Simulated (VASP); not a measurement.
# CuCl (Nantokite) (F-43m) in VASP: notebook

Runs on CuCl (Nantokite). Level: PBE. Tasks: relaxation of cell and atoms.

Program: VASP 6.6.1. These are calculated values, not measurements. Logs are shortened: lines on timing, memory, paths and dates and some standing lists are left out, and cuts for length are marked.

## (1) The structure

Symmetry: F-43m, No. 216, cubic system. Conventional cell: a = 5.406 Å, b = 5.406 Å, c = 5.406 Å, α = 90.00°, β = 90.00°, γ = 90.00°. Cu (site symmetry -43m) has 4 Cl at 2.34 Å as nearest neighbours. Around Cl (site symmetry -43m) lie 4 Cu at 2.34 Å.

## (2) Relaxation of cell and atoms, PBE

Contents of INCAR:

```
PREC     = Accurate       # precision mode
ENCUT    = 600            # plane-wave cutoff, eV
EDIFF    = 1E-6           # SCF threshold, eV
ISMEAR   = 0              # smearing method
SIGMA    = 0.03           # smearing width, eV
LREAL    = F              # projectors in reciprocal space
LASPH    = T              # aspherical terms in the spheres
NELM     = 80             # most SCF steps
ALGO     = Normal         # electronic algorithm
ISIF     = 3              # what is computed and relaxed
LWAVE    = F              # write WAVECAR
LCHARG   = F              # write CHGCAR
GGA      = PE             # functional
IBRION   = 2              # ionic algorithm
NSW      = 90             # ionic steps
EDIFFG   = -0.01          # ionic threshold
```

Contents of KPOINTS:

```
regular mesh
0
Gamma
  10 10 10
```

Contents of POSCAR:

```
CuCl
1.0
    0.0000000000      2.7028500000      2.7028500000
    2.7028500000      0.0000000000      2.7028500000
    2.7028500000      2.7028500000      0.0000000000
Cu Cl
1 1
Direct
    0.0000000000      0.0000000000      0.0000000000
    0.2500000000      0.2500000000      0.2500000000
```

Potentials or basis: VASP PAW PBE potentials, release 64 (Cu, Cl).

Run with:

```bash
$ cat potpaw_PBE.64/Cu/POTCAR potpaw_PBE.64/Cl/POTCAR > POTCAR
$ mpirun -np 1 vasp_std > vasp.out
```

OUTCAR:

```text
PREC = Accurate
   ENCUT = 600
   EDIFF = 1E-6
   ISMEAR = 0
   LREAL = F
   LASPH = T
   NELM = 80
   ISIF = 3
   GGA = PE
   IBRION = 2
   NSW = 90
   EDIFFG = -0.01

 ion  position               nearest neighbor table
   1  0.000  0.000  0.000-   2 2.34   2 2.34   2 2.34   2 2.34
   2  0.250  0.250  0.250-   1 2.34   1 2.34   1 2.34   1 2.34

  LATTYP: Found a face centered cubic cell.
 ALAT       =     5.4057000000

  Lattice vectors:

 A1 = (   0.0000000000,   2.7028500000,   2.7028500000)
 A2 = (   2.7028500000,   0.0000000000,   2.7028500000)
 A3 = (   2.7028500000,   2.7028500000,   0.0000000000)

Analysis of symmetry for initial positions (statically):
=====================================================================
 Subroutine PRICEL returns:
 Original cell was already a primitive cell.

 Routine SETGRP: Setting up the symmetry group for a
 face centered cubic supercell.

 Subroutine GETGRP returns: Found 24 space group operations
 (whereof 24 operations were pure point group operations)
 out of a pool of 48 trial point group operations.

The static configuration has the point symmetry T_d .

Analysis of symmetry for dynamics (positions and initial velocities):
=====================================================================
 Subroutine PRICEL returns:
 Original cell was already a primitive cell.

 Routine SETGRP: Setting up the symmetry group for a
 face centered cubic supercell.

 Subroutine GETGRP returns: Found 24 space group operations
 (whereof 24 operations were pure point group operations)
 out of a pool of 48 trial point group operations.

The dynamic configuration has the point symmetry T_d .

 Subroutine INISYM returns: Found 24 space group operations
 (whereof 24 operations are pure point group operations),
 and found     1 'primitive' translations

----------------------------------------------------------------------------------------

                                     Primitive cell

  volume of cell :      39.4908

  direct lattice vectors                    reciprocal lattice vectors
     0.000000000  2.702850000  2.702850000    -0.184989918  0.184989918  0.184989918
     2.702850000  0.000000000  2.702850000     0.184989918 -0.184989918  0.184989918
     2.702850000  2.702850000  0.000000000     0.184989918  0.184989918 -0.184989918

  length of vectors
     3.822407127  3.822407127  3.822407127     0.320411937  0.320411937  0.320411937

  position of ions in fractional coordinates (direct lattice)
     0.000000000  0.000000000  0.000000000
     0.250000000  0.250000000  0.250000000

  ion indices of the primitive-cell ions
   primitive index   ion index
                 1           1
                 2           2

----------------------------------------------------------------------------------------

 KPOINTS: regular mesh

Automatic generation of k-mesh.
 Grid dimensions read from file:
 generate k-points for:   10   10   10

 Generating k-lattice:

  Cartesian coordinates                     Fractional coordinates (reciprocal lattice)
    -0.018498992  0.018498992  0.018498992     0.100000000  0.000000000  0.000000000
     0.018498992 -0.018498992  0.018498992     0.000000000  0.100000000  0.000000000
     0.018498992  0.018498992 -0.018498992     0.000000000  0.000000000  0.100000000

  Length of vectors
     0.032041194  0.032041194  0.032041194

  Shift w.r.t. Gamma in fractional coordinates (k-lattice)
     0.000000000  0.000000000  0.000000000

 Subroutine IBZKPT returns following result:
 ===========================================

 Found     47 irreducible k-points:

 Following reciprocal coordinates:
            Coordinates               Weight
  0.000000  0.000000  0.000000      1.000000
  0.100000  0.000000  0.000000      8.000000
  0.200000  0.000000  0.000000      8.000000
[... 57 lines left out ...]
   IALGO  =     38    algorithm
   IMIX   =      4    mixing-type and parameters
     AMIX     =   0.40;   BMIX     =  1.00
     AMIX_MAG =   1.60;   BMIX_MAG =  1.00
  volume/ion in A,a.u.               =      19.75       133.25
  Fermi-wavevector in a.u.,A,eV,Ry     =   1.259893  2.380853 21.596947  1.587331
  Thomas-Fermi vector in A             =   2.393430
   LORBIT       =      0    0 simple, 1 ext, 2 COOP (PROOUT), +10 PAW based schemes
   GGA     = PE    functional components
   LHFCALC =     F    Hartree Fock is set to
   AEXX    =    0.0000 exact exchange contribution
   IVDW    =     0    specifies the selected vdW correction
   LEPSILON=     F    determine dielectric tensor
   LRPA    =     F    only Hartree local field effects (RPA)
 conjugate gradient relaxation of ions
 non-spin polarized calculation
 Gauss-broadening in eV      SIGMA  =   0.03
  energy-cutoff  :      600.00
  volume of cell :       39.49
 maximum number of plane-waves:      1363
   NGX = 15   NGY = 15   NGZ = 15

--------------------------------------- Ionic step        1  -------------------------------------------

 number of electron      18.0000008 magnetization

 Free energy of the ion-electron system (eV)
  ---------------------------------------------------
  ext. energy  EPLUGINS =         0.00000000
  ---------------------------------------------------
  free energy    TOTEN  =        -6.34207518 eV

  energy without entropy =       -6.34207518  energy(sigma->0) =       -6.34207518

------------------------ aborting loop because EDIFF is reached ----------------------------------------

  FORCE on cell =-STRESS in cart. coord.  units (eV):
  Direction    XX          YY          ZZ          XY          YZ          ZX
  --------------------------------------------------------------------------------------
  -------------------------------------------------------------------------------------
  Total        0.1679687      0.1679687      0.1679687      0.0000000      0.0000000      0.0000000
  in kB        6.8146423      6.8146423      6.8146423      0.0000000      0.0000000      0.0000000
  external PRESSURE =       6.8146423 kB  Pullay stress =       0.0000000 kB

 VOLUME and BASIS-vectors are now :
 -----------------------------------------------------------------------------
  energy-cutoff  :      600.00
  volume of cell :       39.49
      direct lattice vectors                 reciprocal lattice vectors
     0.000000000  2.702850000  2.702850000    -0.184989918  0.184989918  0.184989918
     2.702850000  0.000000000  2.702850000     0.184989918 -0.184989918  0.184989918
     2.702850000  2.702850000  0.000000000     0.184989918  0.184989918 -0.184989918

 POSITION                                       TOTAL-FORCE (eV/Angst)
 -----------------------------------------------------------------------------------
      0.00000      0.00000      0.00000         0.000000      0.000000      0.000000
      1.35143      1.35143      1.35143        -0.000000     -0.000000     -0.000000
 -----------------------------------------------------------------------------------
    total drift:                               -0.000000     -0.000000     -0.000000

  FREE ENERGIE OF THE ION-ELECTRON SYSTEM (eV)
  ---------------------------------------------------
  free  energy   TOTEN  =        -6.3420751839 eV

  energy  without entropy=       -6.3420751839  energy(sigma->0) =       -6.34207518

--------------------------------------- Ionic step        2  -------------------------------------------

 number of electron      18.0000010 magnetization

 Free energy of the ion-electron system (eV)
  ---------------------------------------------------
  ext. energy  EPLUGINS =         0.00000000
  ---------------------------------------------------
  free energy    TOTEN  =        -6.34311071 eV

  energy without entropy =       -6.34311071  energy(sigma->0) =       -6.34311071

 E-fermi :   3.9630     XC(G=0):  -9.3696

 val. band max:        3.8046066659   @ k =   0.0000   0.0000   0.0000
 cond. band min:       4.3336681365   @ k =   0.0000   0.0000   0.0000
 fundamental gap:      0.5290614707
 Fermi energy:         3.9630037106

 k-point     1 :       0.0000    0.0000    0.0000
  band No.  band energies     occupation
      1     -13.1862      2.00000
      2      -1.0939      2.00000
      3      -1.0939      2.00000
      4      -1.0939      2.00000
      5       2.3530      2.00000
      6       2.3530      2.00000
      7       3.8046      2.00000
      8       3.8046      2.00000
      9       3.8046      2.00000
     10       4.3337      0.00000
     11      10.5558      0.00000
     12      10.5558      0.00000
     13      10.5558      0.00000
[... 354 lines left out ...]
  band No.  band energies     occupation
      1     -12.7284      2.00000
      2      -2.4655      2.00000
      3      -1.2733      2.00000
      4      -1.1923      2.00000
      5       2.1618      2.00000
      6       2.4908      2.00000
      7       2.7102      2.00000
      8       2.9433      2.00000
      9       3.0138      2.00000
     10       7.4067      0.00000
     11       8.4804      0.00000
     12      11.6050      0.00000
     13      13.0004      0.00000

 [... further k-points ...]

------------------------ aborting loop because EDIFF is reached ----------------------------------------

  FORCE on cell =-STRESS in cart. coord.  units (eV):
  Direction    XX          YY          ZZ          XY          YZ          ZX
  --------------------------------------------------------------------------------------
  -------------------------------------------------------------------------------------
  Total        0.0143547      0.0143547      0.0143547      0.0000000      0.0000000     -0.0000000
  in kB        0.5753619      0.5753619      0.5753619      0.0000000      0.0000000     -0.0000000
  external PRESSURE =       0.5753619 kB  Pullay stress =       0.0000000 kB

 VOLUME and BASIS-vectors are now :
 -----------------------------------------------------------------------------
  energy-cutoff  :      600.00
  volume of cell :       39.97
      direct lattice vectors                 reciprocal lattice vectors
    -0.000000000  2.713800941  2.713800941    -0.184243432  0.184243432  0.184243432
     2.713800941  0.000000000  2.713800941     0.184243432 -0.184243432  0.184243432
     2.713800941  2.713800941  0.000000000     0.184243432  0.184243432 -0.184243432

 POSITION                                       TOTAL-FORCE (eV/Angst)
 -----------------------------------------------------------------------------------
      0.00000      0.00000      0.00000         0.000000      0.000000     -0.000000
      1.35690      1.35690      1.35690        -0.000000     -0.000000      0.000000
 -----------------------------------------------------------------------------------
    total drift:                               -0.000000     -0.000000     -0.000000

  FREE ENERGIE OF THE ION-ELECTRON SYSTEM (eV)
  ---------------------------------------------------
  free  energy   TOTEN  =        -6.3431107121 eV

  energy  without entropy=       -6.3431107121  energy(sigma->0) =       -6.34311071

 reached required accuracy - stopping structural energy minimisation
```

Wall time 16 s (1 thread of Intel Xeon 6975P-C (Granite Rapids), shared host); peak memory 0.19 GiB.

What came out:

```
Free energy                            : -6.3431 eV
Relaxed volume                         : 19.99 Å³/atom
Relaxed cell                           : a = 3.838 Å, b = 3.838 Å, c = 3.838 Å, α = 60.00°, β = 60.00°, γ = 60.00°
Space group after relaxing (to 0.05 Å) : F-43m (No. 216)
Energy gained by relaxing              : 0.5 meV/atom
Ionic steps                            : 2
Pressure after relaxing                : 0.1 GPa
Band gap on the k mesh                 : 0.53 eV, direct
```

The path:
```
step  energy change (eV)  largest force (eV/Å)  pressure (GPa)  volume (Å³)
   1              0.0000                0.0000            0.68        39.49
   2             -0.0010                0.0000            0.06        39.97
```

Final structure:
```
Cu Cl
1.0
     0.00000    2.71380    2.71380
     2.71380    0.00000    2.71380
     2.71380    2.71380    0.00000
Cu Cl
1 1
Cartesian
  0.0000 0.0000 0.0000
  1.3569 1.3569 1.3569
```

Levels at points of the mesh, in eV from the valence-band top:
| k point | band 7 | band 8 | band 9 | band 10 | band 11 | band 12 |
| --- | --- | --- | --- | --- | --- | --- |
| (0.00, 0.00, 0.00) | 0.00 | 0.00 | 0.00 | 0.53 | 6.75 | 6.75 |
| (0.50, 0.00, 0.00) | -1.33 | -0.55 | -0.55 | 2.89 | 6.76 | 7.18 |
| (0.50, 0.50, 0.00) | -1.27 | -1.07 | -1.07 | 3.46 | 4.46 | 8.72 |

A k mesh can miss the band edges. As with any semilocal functional, this PBE gap is likely too small.

## (3) Relaxation of cell and atoms, PBE

This run uses another cell than the first one, of 19.99 Å³/atom, 1.012 times its volume.

Edit INCAR of step 2 so:

```diff
@@ -2,3 +2,3 @@
 ENCUT    = 600            # plane-wave cutoff, eV
-EDIFF    = 1E-6           # SCF threshold, eV
+EDIFF    = 1E-7           # SCF threshold, eV
 ISMEAR   = 0              # smearing method
@@ -15,2 +15,2 @@
 NSW      = 90             # ionic steps
-EDIFFG   = -0.01          # ionic threshold
+EDIFFG   = -0.005         # ionic threshold
```

KPOINTS is that of step 2.

Contents of POSCAR:

```
CuCl                                    
1.0
   -0.0000000000      2.7138009414      2.7138009414
    2.7138009414      0.0000000000      2.7138009414
    2.7138009414      2.7138009414      0.0000000000
  Cu              Cl            
     1     1
Direct
     0.0000000000000000    0.0000000000000000    0.0000000000000000
     0.2500000000000000    0.2500000000000000    0.2500000000000000
```

Potentials or basis: VASP PAW PBE potentials, release 64 (Cu, Cl).

Run with:

```bash
$ cat potpaw_PBE.64/Cu/POTCAR potpaw_PBE.64/Cl/POTCAR > POTCAR
$ mpirun -np 1 vasp_std > vasp.out
```

OUTCAR:

```text
PREC = Accurate
   ENCUT = 600
   EDIFF = 1E-7
   ISMEAR = 0
   LREAL = F
   LASPH = T
   NELM = 80
   ISIF = 3
   GGA = PE
   IBRION = 2
   NSW = 90
   EDIFFG = -0.005

 ion  position               nearest neighbor table
   1  0.000  0.000  0.000-   2 2.35   2 2.35   2 2.35   2 2.35
   2  0.250  0.250  0.250-   1 2.35   1 2.35   1 2.35   1 2.35

  LATTYP: Found a face centered cubic cell.
 ALAT       =     5.4276018828

  Lattice vectors:

 A1 = (   0.0000000000,   2.7138009414,   2.7138009414)
 A2 = (   2.7138009414,   0.0000000000,   2.7138009414)
 A3 = (   2.7138009414,   2.7138009414,   0.0000000000)

Analysis of symmetry for initial positions (statically):
=====================================================================
 Subroutine PRICEL returns:
 Original cell was already a primitive cell.

 Routine SETGRP: Setting up the symmetry group for a
 face centered cubic supercell.

 Subroutine GETGRP returns: Found 24 space group operations
 (whereof 24 operations were pure point group operations)
 out of a pool of 48 trial point group operations.

The static configuration has the point symmetry T_d .

Analysis of symmetry for dynamics (positions and initial velocities):
=====================================================================
 Subroutine PRICEL returns:
[... 234 lines left out ...]
  ---------------------------------------------------
  ext. energy  EPLUGINS =         0.00000000
  ---------------------------------------------------
  free energy    TOTEN  =        -6.34317984 eV

  energy without entropy =       -6.34317984  energy(sigma->0) =       -6.34317984

 E-fermi :   3.9548     XC(G=0):  -9.3661

 val. band max:        3.7978314784   @ k =   0.0000   0.0000   0.0000
 cond. band min:       4.3257297543   @ k =   0.0000   0.0000   0.0000
 fundamental gap:      0.5278982759
 Fermi energy:         3.9547871472

 k-point     1 :       0.0000    0.0000    0.0000
  band No.  band energies     occupation
      1     -13.1893      2.00000
      2      -1.0976      2.00000
      3      -1.0976      2.00000
      4      -1.0976      2.00000
      5       2.3485      2.00000
      6       2.3485      2.00000
      7       3.7978      2.00000
      8       3.7978      2.00000
      9       3.7978      2.00000
     10       4.3257      0.00000
     11      10.5491      0.00000
     12      10.5491      0.00000
     13      10.5491      0.00000
[... 354 lines left out ...]
  band No.  band energies     occupation
      1     -12.7324      2.00000
      2      -2.4683      2.00000
      3      -1.2771      2.00000
      4      -1.1962      2.00000
      5       2.1576      2.00000
      6       2.4861      2.00000
      7       2.7051      2.00000
      8       2.9379      2.00000
      9       3.0082      2.00000
     10       7.3992      0.00000
     11       8.4726      0.00000
     12      11.5970      0.00000
     13      12.9915      0.00000

 [... further k-points ...]

------------------------ aborting loop because EDIFF is reached ----------------------------------------

  FORCE on cell =-STRESS in cart. coord.  units (eV):
  Direction    XX          YY          ZZ          XY          YZ          ZX
  --------------------------------------------------------------------------------------
  -------------------------------------------------------------------------------------
  Total        0.0041486      0.0041486      0.0041486      0.0000000     -0.0000000      0.0000000
  in kB        0.1661661      0.1661661      0.1661661      0.0000000     -0.0000000      0.0000000
  external PRESSURE =       0.1661661 kB  Pullay stress =       0.0000000 kB
[... 17 lines left out ...]
  FREE ENERGIE OF THE ION-ELECTRON SYSTEM (eV)
  ---------------------------------------------------
  free  energy   TOTEN  =        -6.3431798399 eV

  energy  without entropy=       -6.3431798399  energy(sigma->0) =       -6.34317984

 reached required accuracy - stopping structural energy minimisation
```

OSZICAR:

```text
N       E                     dE             d eps       ncg     rms          rms(c)
DAV:   1     0.128690191560E+03    0.12869E+03   -0.94418E+03  1240   0.187E+03
DAV:   2     0.709919339220E+01   -0.12159E+03   -0.11446E+03  1252   0.315E+02
[... 23 lines left out ...]
DAV:   1    -0.634340760535E+01   -0.23137E-03   -0.38616E-03  1222   0.143E+00    0.118E-01
DAV:   2    -0.634324249696E+01    0.16511E-03   -0.19058E-03  1222   0.124E+00    0.383E-02
DAV:   3    -0.634318444720E+01    0.58050E-04   -0.31773E-04  1222   0.572E-01    0.191E-02
DAV:   4    -0.634318016586E+01    0.42813E-05   -0.19279E-05  1654   0.462E-02    0.102E-02
DAV:   5    -0.634318055784E+01   -0.39198E-06   -0.58839E-06  1945   0.698E-02    0.416E-03
DAV:   6    -0.634317987373E+01    0.68411E-06   -0.18785E-06  1848   0.345E-02    0.914E-04
DAV:   7    -0.634317983992E+01    0.33806E-07   -0.10834E-07   893   0.368E-03
   3 F= -.63431798E+01 E0= -.63431798E+01  d E =-.413362E-05
```

Wall time 21 s (1 thread of Intel Xeon 6975P-C (Granite Rapids), shared host); peak memory 0.19 GiB.

Results:

| Quantity | Value |
| --- | --- |
| Free energy | -6.3432 eV |
| Relaxed volume | 20.00 Å³/atom |
| Relaxed cell | a = 3.839 Å, b = 3.839 Å, c = 3.839 Å, α = 60.00°, β = 60.00°, γ = 60.00° |
| Space group after relaxing (to 0.05 Å) | F-43m (No. 216) |
| Energy gained by relaxing | 0.0 meV/atom |
| Ionic steps | 3 |
| Pressure after relaxing | 0.0 GPa |
| Band gap on the k mesh | 0.53 eV, direct |

Final structure:
```
Cu Cl
1.0
     0.00000    2.71443    2.71443
     2.71443    0.00000    2.71443
     2.71443    2.71443    0.00000
Cu Cl
1 1
Direct
  0.00000 0.00000 0.00000
  0.25000 0.25000 0.25000
```

A k mesh can miss the band edges. PBE gaps usually lie below the measured ones, often by a third to a half.
